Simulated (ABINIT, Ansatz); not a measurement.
# SiC (P6_3mc): one start, several treatments of the self-energy, part 2 of 2

How much does the gap of SiC (P6_3mc) depend on the approximation to the self-energy?

ABINIT 10.8.3; PBE and many-body steps on it, plane waves. Known limits of the many-body steps: not at the basis limit; coarse k mesh.

So far. Step 5 (G0W0, Hybertsen-Louie plasmon pole): Against G0W0 in ABINIT (6×6×1 mesh, 348 bands, screening to 176.9 eV, Godby-Needs plasmon pole), the gap moves by +0.063 eV. Step 6 (G0W0, von der Linden-Horsch plasmon pole): Against G0W0 in ABINIT (6×6×1 mesh, 348 bands, screening to 176.9 eV, Godby-Needs plasmon pole), the gap moves by −0.035 eV.

### Step 7. One-shot COHSEX

This step: one-shot COHSEX on PBE, plane waves, norm-conserving pseudopotentials.

File run.abi:

```
acell 3*1.0 Angstrom
rprim 
  3.076621010229 -0.000000000007 0.000000000000
  -1.538310505109 2.664431952678 0.000000000000
  0.000000000000 0.000000000000 15.098084320000
ntypat 2
znucl 14 6
natom 12
typat 1 1 1 1 1 1 2 2 2 2 2 2
xred 
  0.333333333333 0.666666666667 0.832986150000
  0.666666666667 0.333333333333 0.332986150000
  0.666666666667 0.333333333333 0.666500600000
  0.333333333333 0.666666666667 0.166500600000
  0.000000000000 0.000000000000 0.499729420000
  0.000000000000 0.000000000000 0.999729420000
  0.000000000000 0.000000000000 0.874366410000
  0.000000000000 0.000000000000 0.374366410000
  0.333333333333 0.666666666667 0.707996780000
  0.666666666667 0.333333333333 0.207996780000
  0.666666666667 0.333333333333 0.541521640000
  0.333333333333 0.666666666667 0.041521640000
pp_dirpath "pseudos"
pseudos "Si.upf, C.upf"
ecut 37
ngkpt 6 6 1
nshiftk 1
shiftk 0 0 0
kptopt 1
chksymbreak 0
istwfk *1
occopt 1
irdwfk 1
optdriver 4
nband 348
gwcalctyp 7
ecutsigx 37
symsigma 1
nkptgw 2
kptgw 
  0.0000000000 0.0000000000 0.0000000000
  0.5000000000 0.0000000000 0.0000000000
bdgw 
  23 26
  23 26
ecuteps 6.5
irdscr 1
indata_prefix "in"
outdata_prefix "out"
tmpdata_prefix "tmp"
```

On the command line:

```console
OMP_NUM_THREADS=1 mpirun -n 16 abinit run.abi > log
```

Numbers of over 12 decimals in the logs are rounded to 6 here.

The log of the run:

```text
.Version 10.8.3 of ABINIT. v10.8.2 released Aug 2026.

 Symmetries : space group P6_3 m c (#186); Bravais hP (primitive hexag.)
[... echo of the input left out ...]
== DATASET  1 ==================================================================
-   mpi_nproc: 16, omp_nthreads: 1 (-1 if OMP is not activated)

--- !DatasetInfo
iteration_state: {dtset: 1, }
dimensions: {natom: 12, nkpt: 7, mband: 348, nsppol: 1, nspinor: 1, nspden: 1, mpw: 9054, }
cutoff_energies: {ecut:  37.0, pawecutdg:  -1.0, }
[...]
Band     E0 <VxcDFT>   SigX SigC(E0)      Z dSigC/dE  Sig(E)    E-E0       E
[...]
25   8.942 -10.944  -6.767  -5.814   1.000   0.000 -12.581  -1.637   7.305
       26   9.134 -10.790  -6.503  -5.911   1.000   0.000 -12.413  -1.624   7.511

== END DATASET(S) ==============================================================
================================================================================

 -outvars: echo values of variables after computation  --------
           etotal      0.0000000000E+00
            nband         348
             nkpt           7
          spgroup         186
 [... the other variables as echoed above ...]

 Calculation completed.
```

It took 13 s on 16 MPI ranks of AMD EPYC 7R43, shared host; peak memory 2.5 GiB.

Numbers from this step:

```yaml
quasiparticle_gap_on_the_points_computed: 3.732 eV
starting_gap_on_the_mesh: 2.027 eV
k_of_the_valence_top: 0, 0, 0
k_of_the_conduction_bottom: 0.5, 0, 0
least_direct_quasiparticle_gap_on_the_computed_points: 4.962 eV
```

Against G0W0 in ABINIT (6×6×1 mesh, 348 bands, screening to 176.9 eV, Godby-Needs plasmon pole), the gap moves by +1.020 eV.

### Step 8. One-shot Hartree-Fock

This step: one-shot Hartree-Fock on PBE, plane waves, norm-conserving pseudopotentials.

Edit run.abi of step 7 so:

```diff
@@ -34,4 +34,4 @@
 optdriver 4
-nband 348
-gwcalctyp 7
+nband 28
+gwcalctyp 5
 ecutsigx 37
@@ -45,4 +45,4 @@
   23 26
-ecuteps 6.5
-irdscr 1
+ixc_sigma 40
+fftgw 31
 indata_prefix "in"
```

The log of the run:

```text
.Version 10.8.3 of ABINIT. v10.8.2 released Aug 2026.

 Symmetries : space group P6_3 m c (#186); Bravais hP (primitive hexag.)
[... echo of the input left out ...]
== DATASET  1 ==================================================================
-   mpi_nproc: 16, omp_nthreads: 1 (-1 if OMP is not activated)

--- !DatasetInfo
iteration_state: {dtset: 1, }
dimensions: {natom: 12, nkpt: 7, mband: 28, nsppol: 1, nspinor: 1, nspden: 1, mpw: 9054, }
cutoff_energies: {ecut:  37.0, pawecutdg:  -1.0, }
[...]
Band     E0 <VxcDFT>   SigX SigC(E0)      Z dSigC/dE  Sig(E)    E-E0       E
[...]
25   8.942 -10.944  -6.767   0.000   1.000   0.000  -6.767   4.177  13.119
       26   9.134 -10.790  -6.503   0.000   1.000   0.000  -6.503   4.287  13.421

== END DATASET(S) ==============================================================
================================================================================

 -outvars: echo values of variables after computation  --------
           etotal      0.0000000000E+00
            nband          28
             nkpt           7
          spgroup         186
 [... the other variables as echoed above ...]

 Calculation completed.
```

Wall time 12 s (16 MPI ranks); peak memory 2.2 GiB.

This step gave:

| Property | Result |
| --- | --- |
| quasiparticle gap on the points computed | 8.859 eV |
| starting gap on the mesh | 2.027 eV |
| k of the valence top | 0, 0, 0 |
| k of the conduction bottom | 0.5, 0, 0 |
| least direct quasiparticle gap on the computed points | 10.43 eV |

Against G0W0 in ABINIT (6×6×1 mesh, 348 bands, screening to 176.9 eV, Godby-Needs plasmon pole), the gap moves by +6.147 eV.

### Step 9. Screening, 6×6×1 mesh, 348 bands, screening to 176.9 eV

This step: RPA screening on PBE, plane waves, norm-conserving pseudopotentials.

Edit run.abi of step 8 so:

```diff
@@ -33,16 +33,14 @@
 irdwfk 1
-optdriver 4
-nband 28
-gwcalctyp 5
-ecutsigx 37
-symsigma 1
-nkptgw 2
-kptgw 
-  0.0000000000 0.0000000000 0.0000000000
-  0.5000000000 0.0000000000 0.0000000000
-bdgw 
-  23 26
-  23 26
-ixc_sigma 40
-fftgw 31
+optdriver 3
+nband 348
+ecuteps 6.5
+inclvkb 2
+awtr 1
+symchi 1
+gwcalctyp 2
+nfreqre 16
+freqremax 40 eV
+nfreqim 8
+spmeth 1
+nomegasf 120
 indata_prefix "in"
```

The log of the run:

```text
.Version 10.8.3 of ABINIT. v10.8.2 released Aug 2026.

 Symmetries : space group P6_3 m c (#186); Bravais hP (primitive hexag.)
[... echo of the input left out ...]
== DATASET  1 ==================================================================
-   mpi_nproc: 16, omp_nthreads: 1 (-1 if OMP is not activated)

--- !DatasetInfo
iteration_state: {dtset: 1, }
dimensions: {natom: 12, nkpt: 7, mband: 348, nsppol: 1, nspinor: 1, nspden: 1, mpw: 9054, }
cutoff_energies: {ecut:  37.0, pawecutdg:  -1.0, }
electrons: {nelect:   4.80000000E+01, charge:   0.00000000E+00, occopt:   1.00000000E+00, tsmear:   1.00000000E-02, }

 SCREENING: Calculation of the susceptibility and dielectric matrices

 Based on a program developped by R.W. Godby, V. Olevano, G. Onida, and L. Reining.
 Incorporated in ABINIT by V. Olevano, G.-M. Rignanese, and M. Torrent.
.Using double precision arithmetic ; gwpc =  8

[... cell and pseudopotentials left out ...]
--------------------------------------------------------------------------------

 ==== K-mesh for the wavefunctions ====
 Number of points in the irreducible wedge :     7
[... list of points left out ...]
 Together with 12 symmetry operations and time-reversal symmetry
 yields    36 points in the full Brillouin Zone.

 ==== Q-mesh for the screening function ====
 Number of points in the irreducible wedge :     7
[... list of points left out ...]
 Together with 12 symmetry operations and time-reversal symmetry
 yields    36 points in the full Brillouin Zone.

 setmesh: FFT mesh size selected  =    20x   20x  120
          total number of points  =        48000

 vcoul_init : cutoff-mode = AUXILIARY_FUNCTION
 q-points for optical limit:   1
     1)      0.000010    0.000020    0.000030

- screening: taking advantage of time-reversal symmetry
- Maximum band index for partially occupied states nbvw = 24
- Remaining bands to be divided among processors   nbcw = 324
- Number of bands treated by each node ~20

 Number of electrons calculated from density =   48.0000; Expected =   48.0000
 average of density, n =  0.057470
 r_s =    1.6075
 omega_plasma =   23.1248 [eV]

 calculating chi0 at frequencies [eV] :
  1    0.000000E+00    0.000000E+00
  2    2.666667E+00    0.000000E+00
  3    5.333333E+00    0.000000E+00
[...]
23    0.000000E+00    5.889480E+01
 24    0.000000E+00    8.292452E+01

--------------------------------------------------------------------------------
  q-point number  1        q = ( 0.000000, 0.000000, 0.000000) [r.l.u.]
--------------------------------------------------------------------------------
[... chi0 elements left out ...]
  [... further frequencies ...]

 No. of calculated frequencies >  15, stop printing
 For q-point:  0.000010 0.000020 0.000030
  dielectric constant =   6.9934
  dielectric constant without local fields =   7.6539

  Average fulfillment of the sum rule on Im[epsilon] for q-point    1 :     91.26  [%]
[... wings left out ...]
  q-point number  2        q = ( 0.166667, 0.000000, 0.000000) [r.l.u.]
--------------------------------------------------------------------------------
[... chi0 elements left out ...]
  [... further frequencies ...]

 No. of calculated frequencies >  15, stop printing
  Average fulfillment of the sum rule on Im[epsilon] for q-point    2 :     91.36  [%]

 [... 5 further q-points ...]
```

Elapsed: 8.8 min, on 16 MPI ranks; peak memory 12 GiB.

This step gave:

```
ε∞ with local fields, on this mesh, along the program's q direction : 6.993
the same without local fields                                       : 7.654
plasma frequency                                                    : 23.12 eV
plane waves in the screening matrix                                 : 675
```

### Step 10. G0W0, contour deformation

This step: G0W0 on PBE, plane waves, norm-conserving pseudopotentials.

Edit run.abi of step 9 so:

```diff
@@ -33,14 +33,17 @@
 irdwfk 1
-optdriver 3
+optdriver 4
 nband 348
+gwcalctyp 2
+ecutsigx 37
+symsigma 1
+nkptgw 2
+kptgw 
+  0.0000000000 0.0000000000 0.0000000000
+  0.5000000000 0.0000000000 0.0000000000
+bdgw 
+  23 26
+  23 26
 ecuteps 6.5
-inclvkb 2
-awtr 1
-symchi 1
-gwcalctyp 2
-nfreqre 16
-freqremax 40 eV
-nfreqim 8
-spmeth 1
-nomegasf 120
+irdscr 1
+gwmem 01
 indata_prefix "in"
```

The log of the run:

```text
.Version 10.8.3 of ABINIT. v10.8.2 released Aug 2026.

 Symmetries : space group P6_3 m c (#186); Bravais hP (primitive hexag.)
[... echo of the input left out ...]
== DATASET  1 ==================================================================
-   mpi_nproc: 16, omp_nthreads: 1 (-1 if OMP is not activated)

--- !DatasetInfo
iteration_state: {dtset: 1, }
dimensions: {natom: 12, nkpt: 7, mband: 348, nsppol: 1, nspinor: 1, nspden: 1, mpw: 9054, }
cutoff_energies: {ecut:  37.0, pawecutdg:  -1.0, }
[...]
Band     E0 <VxcDFT>   SigX SigC(E0)      Z dSigC/dE  Sig(E)    E-E0       E
[...]
26   9.134 -10.790  -6.503  -3.967   0.813  -0.229 -10.530   0.260   9.394
       26   0.000   0.000   0.000  -0.000   0.000   0.000  -0.000  -0.000  -0.000

== END DATASET(S) ==============================================================
================================================================================

 -outvars: echo values of variables after computation  --------
           etotal      0.0000000000E+00
            nband         348
             nkpt           7
          spgroup         186
 [... the other variables as echoed above ...]

 Calculation completed.
```

The job ended after 38 s (16 MPI ranks; peak memory 6.5 GiB; 10 min of CPU time).

This step gave:

| Property | Result |
| --- | --- |
| G0W0 gap on the points computed | 2.769 eV |
| starting gap on the mesh | 2.027 eV |
| k of the valence top | 0, 0, 0 |
| k of the conduction bottom | 0.5, 0, 0 |
| least direct G0W0 gap on the computed points | 4.006 eV |

Against G0W0 in ABINIT (6×6×1 mesh, 348 bands, screening to 176.9 eV, Godby-Needs plasmon pole), the gap moves by +0.057 eV.

### Step 11. The runs together

Times are wall times on 16 MPI ranks of AMD EPYC 7R43, shared host, good to a factor of about two. A run's time includes the screening step that it read.

```csv
run,mesh,bands,screening cutoff (eV),DFT gap (eV),gap on the mesh (eV),direct (eV),ε∞ used,time
"G0W0, Godby-Needs plasmon pole",6×6×1,348,176.9,2.027,2.712,3.960,6.96,2.7 min
"G0W0, Hybertsen-Louie plasmon pole",6×6×1,348,176.9,2.027,2.775,4.036,6.96,3.2 min
"G0W0, von der Linden-Horsch plasmon pole",6×6×1,348,176.9,2.027,2.677,3.956,6.96,2.8 min
one-shot COHSEX,6×6×1,348,176.9,2.027,3.732,4.962,6.96,2.2 min
one-shot Hartree-Fock,6×6×1,-,-,2.027,8.859,10.426,-,12 s
"G0W0, contour deformation",6×6×1,348,176.9,2.027,2.769,4.006,6.99,9.4 min
```

### Step 12. Results

```yaml
g0w0_godby_needs_plasmon_pole: 2.712 eV
g0w0_hybertsen_louie_plasmon_pole: 2.775 eV
g0w0_von_der_linden_horsch_plasmon_pole: 2.677 eV
one_shot_cohsex: 3.732 eV
one_shot_hartree_fock: 8.859 eV
g0w0_contour_deformation: 2.769 eV
known_limits: not at the basis limit; coarse k mesh
```

**Reading.** G0W0, Hybertsen-Louie plasmon pole: +0.063 eV against G0W0, Godby-Needs plasmon pole. G0W0, von der Linden-Horsch plasmon pole: −0.035 eV against G0W0, Godby-Needs plasmon pole. One-shot COHSEX: +1.020 eV against G0W0, Godby-Needs plasmon pole. One-shot Hartree-Fock: +6.147 eV against G0W0, Godby-Needs plasmon pole. G0W0, contour deformation: +0.057 eV against G0W0, Godby-Needs plasmon pole. Bare exchange alone opens the gap to 8.86 eV; against G0W0, correlation takes back 6.15 eV. Static COHSEX lies above G0W0: it lacks the factor Z and overstates the Coulomb hole of the filled states. Against experiment, by G0W0, Godby-Needs plasmon pole: the gap of 2.71 eV lies −0.29 eV from the measured 3 eV (optical, 2017); the gap of 2.71 eV lies −0.31 eV from the measured 3.02 eV (kind not stated, quoted 2020); the gap of 2.71 eV lies −0.32 eV from the measured 3.03 eV (indirect, quoted 2018). An exciton line or allowed optical edge lies below the quasiparticle gap by the binding energy; a forbidden edge can push the onset above it. These are gaps on the mesh, at modest bands and cutoff. The calculation has static nuclei and no excitons; a measured gap holds zero-point and thermal motion, which mostly lowers it. Bands and cutoff are finite, so the gap is not at the basis limit. The miss can reach some tenths of an eV and take either sign; the mesh is an error of its own. In the G0W0 runs levels were corrected at 2 k points alone, so a gap called «on the mesh» is the least over those, and an edge elsewhere would be missed. The 6×6×1 mesh is coarse for this cell, which bears on the long-range parts of exchange and screening.

[Paths, hosts, dates, memory and timing lines, banners, echoed tables and standing remarks are left out of the program output.]

[Logs are printed without paths, hosts, clocks, repeated set-up lines and the standing remarks that a program may print on its own settings, such as how far it seeks lower states.]

[Runs of the session that timed out or met a known fault of the program may be left out.]

[Hosts, paths, dates, database ids (printed as entryN), source tags and the programs' standing remarks are cut or masked in the printed files.]

[G0W0 gaps are taken among the corrected bands and points alone; a level outside them can change the order at an edge.]

[Where Ansatz stands beside ABINIT at settings called matched, ABINIT's density can come from a denser mesh and the files from another edition; pairs whose starting gaps differed by over 0.03 eV were left out, so agreement reads better than it is.]
